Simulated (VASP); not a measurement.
# MgS (Fm-3m) in VASP: further runs

The runs below take MgS through relaxation of cell and atoms, electrostatic potential, with r2SCAN+rVV10, HSE06, PBE.

Everything below comes from runs of VASP 6.6.1. Logs are shortened: lines on timing, memory, paths and dates and some standing lists are left out, and cuts for length are marked.

## Step 1: The crystal as given

Symmetry: Fm-3m, No. 225, cubic system. Conventional cell: a = 5.190 Å, b = 5.190 Å, c = 5.190 Å, α = 90.00°, β = 90.00°, γ = 90.00°. Mg (site symmetry m-3m) has 6 S at 2.60 Å as nearest neighbours. S (site symmetry m-3m) is surrounded by 6 Mg at 2.60 Å.

The cell was built by a generator and needn't be a form met in nature.

## Step 2: Relaxation of cell and atoms, r2SCAN+rVV10

The input, INCAR:

```
PREC = Accurate
ENCUT = 600
EDIFF = 1E-6
ISMEAR = 0
SIGMA = 0.02
LREAL = False
LASPH = True
NELM = 120
ALGO = Normal
ISIF = 3
LWAVE = False
LCHARG = False
METAGGA = R2SCAN
LMIXTAU = True
LUSE_VDW = True
IVDW_NL = 2
BPARAM = 11.95
CPARAM = 0.0093
IBRION = 2
NSW = 40
EDIFFG = -0.005
KPAR = 4
```

The input, KPOINTS:

```
Automatic mesh
0
Gamma
  10 10 10
```

The input, POSCAR:

```
MgS
1.0
    0.0000000000      2.5950000000      2.5950000000
    2.5950000000      0.0000000000      2.5950000000
    2.5950000000      2.5950000000      0.0000000000
Mg S
1 1
Direct
    0.0000000000      0.0000000000      0.0000000000
    0.5000000000      0.5000000000      0.5000000000
```

Potentials or basis: VASP PAW PBE potentials, release 64 (Mg, S).

Command:

```console
cat potpaw_PBE.64/Mg/POTCAR potpaw_PBE.64/S/POTCAR > POTCAR
mpirun -np 4 vasp_std > vasp.out
```

OUTCAR:

```text
PREC = Accurate
   ENCUT = 600
   EDIFF = 1E-6
   ISMEAR = 0
   LREAL = False
   LASPH = True
   NELM = 120
   ISIF = 3
   METAGGA = R2SCAN
   IVDW_NL = 2
   BPARAM = 11.95
   IBRION = 2
   NSW = 40
   EDIFFG = -0.005

 ion  position               nearest neighbor table
   1  0.000  0.000  0.000-   2 2.60   2 2.60   2 2.60   2 2.60   2 2.60   2 2.60
   2  0.500  0.500  0.500-   1 2.60   1 2.60   1 2.60   1 2.60   1 2.60   1 2.60

  LATTYP: Found a face centered cubic cell.
 ALAT       =     5.1900000000

  Lattice vectors:

 A1 = (   0.0000000000,   2.5950000000,   2.5950000000)
 A2 = (   2.5950000000,   0.0000000000,   2.5950000000)
 A3 = (   2.5950000000,   2.5950000000,   0.0000000000)

Analysis of symmetry for initial positions (statically):
=====================================================================
 Subroutine PRICEL returns:
 Original cell was already a primitive cell.

 Routine SETGRP: Setting up the symmetry group for a
 face centered cubic supercell.

 Subroutine GETGRP returns: Found 48 space group operations
 (whereof 48 operations were pure point group operations)
 out of a pool of 48 trial point group operations.

The static configuration has the point symmetry O_h .

Analysis of symmetry for dynamics (positions and initial velocities):
=====================================================================
 Subroutine PRICEL returns:
 Original cell was already a primitive cell.

 Routine SETGRP: Setting up the symmetry group for a
 face centered cubic supercell.

 Subroutine GETGRP returns: Found 48 space group operations
 (whereof 48 operations were pure point group operations)
 out of a pool of 48 trial point group operations.

The dynamic configuration has the point symmetry O_h .

 Subroutine INISYM returns: Found 48 space group operations
 (whereof 48 operations are pure point group operations),
 and found     1 'primitive' translations

----------------------------------------------------------------------------------------

                                     Primitive cell

  volume of cell :      34.9496

  direct lattice vectors                    reciprocal lattice vectors
     0.000000000  2.595000000  2.595000000    -0.192678227  0.192678227  0.192678227
     2.595000000  0.000000000  2.595000000     0.192678227 -0.192678227  0.192678227
     2.595000000  2.595000000  0.000000000     0.192678227  0.192678227 -0.192678227

  length of vectors
     3.669884194  3.669884194  3.669884194     0.333728479  0.333728479  0.333728479

  position of ions in fractional coordinates (direct lattice)
     0.000000000  0.000000000  0.000000000
     0.500000000  0.500000000  0.500000000

  ion indices of the primitive-cell ions
   primitive index   ion index
                 1           1
                 2           2

----------------------------------------------------------------------------------------

 KPOINTS: Automatic mesh

Automatic generation of k-mesh.
 Grid dimensions read from file:
 generate k-points for:   10   10   10

 Generating k-lattice:

  Cartesian coordinates                     Fractional coordinates (reciprocal lattice)
    -0.019267823  0.019267823  0.019267823     0.100000000  0.000000000  0.000000000
     0.019267823 -0.019267823  0.019267823     0.000000000  0.100000000  0.000000000
     0.019267823  0.019267823 -0.019267823     0.000000000  0.000000000  0.100000000

  Length of vectors
     0.033372848  0.033372848  0.033372848

  Shift w.r.t. Gamma in fractional coordinates (k-lattice)
     0.000000000  0.000000000  0.000000000

 Subroutine IBZKPT returns following result:
 ===========================================

 Found     47 irreducible k-points:

 Following reciprocal coordinates:
            Coordinates               Weight
  0.000000  0.000000  0.000000      1.000000
  0.100000  0.000000  0.000000      8.000000
  0.200000  0.000000  0.000000      8.000000
  0.300000  0.000000  0.000000      8.000000
  0.400000  0.000000  0.000000      8.000000
  0.500000  0.000000  0.000000      4.000000
[... 16 lines left out ...]
  0.300000  0.300000  0.000000      6.000000
  0.400000  0.300000  0.000000     24.000000
 [... further k-points ...]
   k-points           NKPTS =     47   k-points in BZ     NKDIM =     47   number of bands    NBANDS=      8
   number of dos      NEDOS =    301   number of ions     NIONS =      2
   total plane-waves  NPLWV =  27000
   dimension x,y,z NGX =    30 NGY =   30 NGZ =   30
   dimension x,y,z NGXF=    60 NGYF=   60 NGZF=   60
   ions per type =               1   1
   NGX,Y,Z   is equivalent  to a cutoff of  13.59, 13.59, 13.59 a.u.
   NGXF,Y,Z  is equivalent  to a cutoff of  27.18, 27.18, 27.18 a.u.
 SYSTEM =  unknown system
   PREC   = accura    normal or accurate (medium, high low for compatibility)
   ISTART =      0    job   : 0-new  1-cont  2-samecut
   ICHARG =      2    charge: 1-file 2-atom 10-const
   ISPIN  =      1    spin polarized calculation?
   LNONCOLLINEAR =      F non collinear calculations
   LSORBIT =      F    spin-orbit coupling
   LASPH  =      T    aspherical Exc in radial PAW
   ENCUT  =  600.0 eV  44.10 Ry    6.64 a.u.   7.33  7.33  7.33*2*pi/ulx,y,z
   NELM   =    120;   NELMIN=  2; NELMDL= -5     # of ELM steps
   EDIFF  = 0.1E-05   stopping-criterion for ELM
   LREAL  =      F    real-space projection
   EDIFFG = -.5E-02   stopping-criterion for IOM
   NSW    =     40    number of steps for IOM
   IBRION =      2    ionic relax: 0-MD 1-quasi-New 2-CG
   NFREE  =      1    steps in history (QN), initial steepest desc. (CG)
   ISIF   =      3    stress and relaxation
   ISYM   =      2    0-nonsym 1-usesym 2-fastsym
   POTIM  = 0.5000    time-step for ionic-motion
   TEBEG  =    0.0;   TEEND  =   0.0 temperature during run
   PSTRESS=    0.0 pullay stress
   NELECT =       8.0000    total number of electrons
   NUPDOWN=      -1.0000    fix difference up-down
   EMIN   =  10.00;   EMAX   =-10.00  energy-range for DOS
   EFERMI =   0.00;   METHOD = LEGACY
   ISMEAR =     0;   SIGMA  =   0.02  broadening in eV -4-tet -1-fermi 0-gaus
   EFERMI_NEDOS =   21; number of points for ismear=-14 and -15
   IALGO  =     38    algorithm
   IMIX   =      4    mixing-type and parameters
     AMIX     =   0.40;   BMIX     =  1.00
     AMIX_MAG =   1.60;   BMIX_MAG =  1.00
  volume/ion in A,a.u.               =      17.47       117.93
  Fermi-wavevector in a.u.,A,eV,Ry     =   1.001438  1.892444 13.644989  1.002878
  Thomas-Fermi vector in A             =   2.133860
   LORBIT       =      0    0 simple, 1 ext, 2 COOP (PROOUT), +10 PAW based schemes
   METAGGA = R2SCAN    functional components
   LHFCALC =     F    Hartree Fock is set to
   AEXX    =    0.0000 exact exchange contribution
   IVDW_NL    =     2    kernel type
   BPARAM     =11.9500
   IVDW    =     0    specifies the selected vdW correction
   LEPSILON=     F    determine dielectric tensor
   LRPA    =     F    only Hartree local field effects (RPA)
 conjugate gradient relaxation of ions
 non-spin polarized calculation
 Gauss-broadening in eV      SIGMA  =   0.02
  energy-cutoff  :      600.00
  volume of cell :       34.95
 maximum number of plane-waves:      1211
 NGX is ok and might be reduce to    30
   NGX = 15   NGY = 15   NGZ = 15

--------------------------------------- Ionic step        1  -------------------------------------------

 number of electron       7.9999999 magnetization

 Free energy of the ion-electron system (eV)
  ---------------------------------------------------
  ext. energy  EPLUGINS =         0.00000000
  ---------------------------------------------------
  free energy    TOTEN  =       -15.28177233 eV

  energy without entropy =      -15.28177233  energy(sigma->0) =      -15.28177233

------------------------ aborting loop because EDIFF is reached ----------------------------------------

  FORCE on cell =-STRESS in cart. coord.  units (eV):
  Direction    XX          YY          ZZ          XY          YZ          ZX
  --------------------------------------------------------------------------------------
  -------------------------------------------------------------------------------------
  Total       -0.0974781     -0.0974781     -0.0974781     -0.0000000      0.0000000      0.0000000
  in kB       -4.4686430     -4.4686430     -4.4686430     -0.0000000      0.0000000      0.0000000
  external PRESSURE =      -4.4686430 kB  Pullay stress =       0.0000000 kB

 VOLUME and BASIS-vectors are now :
 -----------------------------------------------------------------------------
  energy-cutoff  :      600.00
  volume of cell :       34.95
      direct lattice vectors                 reciprocal lattice vectors
     0.000000000  2.595000000  2.595000000    -0.192678227  0.192678227  0.192678227
     2.595000000  0.000000000  2.595000000     0.192678227 -0.192678227  0.192678227
     2.595000000  2.595000000  0.000000000     0.192678227  0.192678227 -0.192678227
[... 37 lines left out ...]
 POSITION                                       TOTAL-FORCE (eV/Angst)
 -----------------------------------------------------------------------------------
      2.58890      2.58890      5.17780         0.000000     -0.000000     -0.000000
      2.58890      2.58890      2.58890        -0.000000      0.000000      0.000000
 -----------------------------------------------------------------------------------
    total drift:                               -0.000000     -0.000000      0.000000

  FREE ENERGIE OF THE ION-ELECTRON SYSTEM (eV)
  ---------------------------------------------------
  free  energy   TOTEN  =       -15.2819940175 eV

  energy  without entropy=      -15.2819940175  energy(sigma->0) =      -15.28199402

--------------------------------------- Ionic step        3  -------------------------------------------

 number of electron       8.0000000 magnetization

 Free energy of the ion-electron system (eV)
  ---------------------------------------------------
  ext. energy  EPLUGINS =         0.00000000
  ---------------------------------------------------
  free energy    TOTEN  =       -15.28203103 eV

  energy without entropy =      -15.28203103  energy(sigma->0) =      -15.28203103

 E-fermi :   3.7443     XC(G=0): -10.1817

 val. band max:        3.6066910083   @ k =   0.0000   0.0000   0.0000
 cond. band min:       7.0415825566   @ k =   0.5000   0.5000   0.0000
 fundamental gap:      3.4348915483
 Fermi energy:         3.7442803030

 k-point     1 :       0.0000    0.0000    0.0000
  band No.  band energies     occupation
      1      -9.6620      2.00000
      2       3.6067      2.00000
      3       3.6067      2.00000
      4       3.6067      2.00000
      5       8.2947      0.00000
      6      12.0992      0.00000
      7      12.0992      0.00000
      8      12.0992      0.00000

 k-point     2 :       0.1000    0.0000    0.0000
  band No.  band energies     occupation
      1      -9.5595      2.00000
      2       2.9020      2.00000
      3       3.5348      2.00000
      4       3.5348      2.00000
      5       8.8433      0.00000
      6      11.8753      0.00000
      7      12.2979      0.00000
      8      12.2979      0.00000
[... 221 lines left out ...]
 k-point    23 :       0.3000    0.3000    0.0000
  band No.  band energies     occupation
      1      -8.6111      2.00000
      2       0.4517      2.00000
      3       2.3383      2.00000
      4       2.3383      2.00000
      5       8.6203      0.00000
      6       9.2767      0.00000
      7      13.7196      0.00000
      8      15.3708      0.00000

 k-point    24 :       0.4000    0.3000    0.0000
  band No.  band energies     occupation
      1      -8.3110      2.00000
      2      -0.0945      2.00000
      3       1.9023      2.00000
      4       2.1756      2.00000
      5       8.2152      0.00000
      6       9.3297      0.00000
      7      14.0723      0.00000
      8      14.8907      0.00000

 [... further k-points ...]

------------------------ aborting loop because EDIFF is reached ----------------------------------------

  FORCE on cell =-STRESS in cart. coord.  units (eV):
  Direction    XX          YY          ZZ          XY          YZ          ZX
  --------------------------------------------------------------------------------------
  -------------------------------------------------------------------------------------
  Total        0.0021793      0.0021793      0.0021793      0.0000000     -0.0000000     -0.0000000
  in kB        0.1004439      0.1004439      0.1004439      0.0000000     -0.0000000     -0.0000000
  external PRESSURE =       0.1004439 kB  Pullay stress =       0.0000000 kB

 VOLUME and BASIS-vectors are now :
 -----------------------------------------------------------------------------
  energy-cutoff  :      600.00
  volume of cell :       34.76
      direct lattice vectors                 reciprocal lattice vectors
    -0.000000000  2.590343800  2.590343800    -0.193024571  0.193024571  0.193024571
     2.590343800  0.000000000  2.590343800     0.193024571 -0.193024571  0.193024571
     2.590343800  2.590343800 -0.000000000     0.193024571  0.193024571 -0.193024571

 POSITION                                       TOTAL-FORCE (eV/Angst)
 -----------------------------------------------------------------------------------
      0.00000      0.00000     -0.00000        -0.000000      0.000000      0.000000
      2.59034      2.59034      2.59034         0.000000     -0.000000     -0.000000
 -----------------------------------------------------------------------------------
    total drift:                               -0.000000     -0.000000      0.000000

  FREE ENERGIE OF THE ION-ELECTRON SYSTEM (eV)
  ---------------------------------------------------
  free  energy   TOTEN  =       -15.2820310313 eV

  energy  without entropy=      -15.2820310313  energy(sigma->0) =      -15.28203103

 reached required accuracy - stopping structural energy minimisation
```

Run time: 95 s. Hardware: 4 MPI ranks of AMD EPYC 9R45 (Zen 5), shared host; peak memory 0.28 GiB.

What came out:

```
Free energy                            : -15.2820 eV
Relaxed volume                         : 17.38 Å³/atom
Relaxed cell                           : a = 3.663 Å, b = 3.663 Å, c = 3.663 Å, α = 60.00°, β = 60.00°, γ = 60.00°
Space group after relaxing (to 0.05 Å) : Fm-3m (No. 225)
Energy gained by relaxing              : 0.1 meV/atom
Ionic steps                            : 3
Pressure after relaxing                : 0.0 GPa
Band gap on the k mesh                 : 3.43 eV, indirect (least direct gap 4.69 eV)
```

The path:
```csv
step,energy change (eV),largest force (eV/Å),pressure (GPa),volume (Å³)
1,0.0000,0.0000,-0.45,34.95
2,-0.0002,0.0000,0.09,34.70
3,-0.0003,0.0000,0.01,34.76
```

Final structure:
```cif
data_structure
_symmetry_space_group_name_H-M 'P 1'
_symmetry_Int_Tables_number 1
_cell_length_a 3.6633
_cell_length_b 3.6633
_cell_length_c 3.6633
_cell_angle_alpha 60.000
_cell_angle_beta 60.000
_cell_angle_gamma 60.000
_cell_volume 34.76
loop_
_atom_site_label
_atom_site_type_symbol
_atom_site_fract_x
_atom_site_fract_y
_atom_site_fract_z
_atom_site_occupancy
Mg1 Mg 0.00000 0.00000 0.00000 1
S1 S 0.50000 0.50000 0.50000 1
```

Levels at points of the mesh, in eV from the valence-band top:
```csv
k point,band 1,band 2,band 3,band 4,band 5,band 6,band 7,band 8
"(0.00, 0.00, 0.00)",-13.27,0.00,0.00,0.00,4.69,8.49,8.49,8.49
"(0.50, 0.00, 0.00)",-11.90,-4.97,-0.64,-0.64,5.19,7.49,7.49,11.36
"(0.50, 0.50, 0.00)",-11.50,-4.36,-1.77,-1.77,3.43,4.84,13.24,13.52
```

Caveat: the PAW data sets were made with another functional, which shifts forces and pressure a little.

(Part 1 of 2 ends here.)
